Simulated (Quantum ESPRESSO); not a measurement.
# Mo: phonons with PBEsol

The system is Mo.

```
Mo
1.0
    -1.58381    1.58381    1.58381
     1.58381   -1.58381    1.58381
     1.58381    1.58381   -1.58381
Mo
1
Cartesian
  0.0000 0.0000 0.0000
```

| Quantity | Value |
| --- | --- |
| Program | Quantum ESPRESSO 7.5 |
| Task | phonons |
| Functional | PBEsol |
| Potentials or basis | PseudoDojo 0.4.1 SR PBEsol standard |
| Cutoff | 1088 eV |
| Density cutoff | 4354 eV |
| k mesh | 10 × 10 × 10 |
| Occupations | cold, width 0.2 eV |
| Spin | no spin polarisation |
| Target pressure | 10 GPa |
| Mixing beta | 0.5 |
| Most SCF iterations | 120 |
| SCF threshold | 2e-10 Ry |

```yaml
Relaxed_volume: 14.81 Å³/atom
Relaxed_cell: a = 2.680 Å, b = 2.680 Å, c = 2.680 Å, α = 109.47°, β = 109.47°, γ = 109.47°
Space_group_after_relaxing_to_0.05_Å: Im-3m (No. 229)
Pressure_after_relaxing: 10.0 GPa
Band_gap_on_the_k_mesh: none (metal or under the smearing width)
Highest_phonon_frequency_at_the_q_point_run: 285 cm⁻¹
```

The path:
```tsv
step	energy change (eV)	largest force (eV/Å)	pressure (GPa)	volume (Å³)
1	0.0000	0.0000	-9.30	15.89
2	0.0385	0.0000	19.95	14.38
3	-0.0044	0.0000	8.98	14.86
4	-0.0017	0.0000	9.95	14.81
5	-0.0016	0.0000	10.00	14.81
```

Final structure:
```
Mo
1.0
    -1.54706    1.54706    1.54706
     1.54706   -1.54706    1.54706
     1.54706    1.54706   -1.54706
Mo
1
Direct
  0.00000 0.00000 0.00000
```

Levels at points of the mesh, in eV from the Fermi level:
```
              k point  band 3  band 4  band 5  band 6  band 7  band 8  band 9  band 10  band 11  band 12
   (0.00, 0.00, 0.00)  -34.48  -34.48   -7.58   -1.60   -1.60   -1.60    1.62     1.62    14.86    14.86
  (0.00, 0.00, -0.50)  -35.00  -34.50   -5.81   -3.80    1.69    1.69    2.37     5.05    11.99    12.34
(-0.50, -0.50, -0.50)  -35.62  -35.62   -6.03   -6.03    4.21    4.21    4.21     9.36     9.36     9.36
```

Phonon frequencies in cm⁻¹ (negative: imaginary):
```csv
q point,frequencies
"(0.000, 0.000, 0.500)",158 194 285
```

Phonon modes at q = (0.000, 0.000, 0.500) in reciprocal lattice units:
| mode | symmetry | cm⁻¹ |
| --- | --- | --- |
| 1 | B_1u | 158 |
| 2 | B_2u | 194 |
| 3 | B_3u | 285 |

Wall time 5.5 min on 1 thread of Arm Neoverse V1, on a shared host, peak memory 0.09 GiB.

Caveat: the mesh is thin for the phonons of a metal; the cell is more than 3 GPa from zero pressure, which shifts response properties.
